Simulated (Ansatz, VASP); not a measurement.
**Moving the dispersion correction in CsPbBr3**

The cell as given:

```
CELL_PARAMETERS angstrom
5.87000 0.00000 0.00000
0.00000 5.87000 0.00000
0.00000 0.00000 5.87000
ATOMIC_POSITIONS crystal
Pb 0.50000 0.50000 0.50000
Cs 0.00000 0.00000 0.00000
Br 0.50000 0.50000 0.00000
Br 0.50000 0.00000 0.50000
Br 0.00000 0.50000 0.50000
```

Measurements of this composition are mostly on another form, of space group No. 62.

Kept alike: task relaxation of cell and atoms; functional PBEsol; k mesh 5 × 5 × 5; occupations fermi-dirac, width 0.05 eV; no spin polarisation. Program: Ansatz, Ansatz PAW, cutoff 420 eV. The mesh is that of the run's cell of 5 atoms. No spin-orbit coupling.

| dispersion correction | volume (Å³/atom) |
| --- | --- |
| D3(BJ) | 38.769 |
| D3(BJ)-ATM | 38.914 |
| D4 | 39.502 |
| none | 40.452 |

Stopped at the starting cell, within the stress tolerance: none. The relaxations keep at least the cell's symmetry (Pm-3m). Relaxations stop with a little pressure left, so the last digits of a volume or edge aren't settled. All rows use potentials made for PBE.

Question: What does the dispersion correction change here?

Answer: The volume runs from 38.769 (D3(BJ)) to 40.452 Å³/atom (none). Against no correction: D3(BJ) -4.2 %; D3(BJ)-ATM -3.8 %; D4 -2.3 %. Dispersion terms mostly attract and so lower the volume; the schemes' coefficients and damping set how far. A twin series (VASP, PBE PAW files Br, Cs_sv, Pb_d, 600 eV) moves it by +1.5145 between D3(BJ) and none, against +1.6837 Å³/atom here.
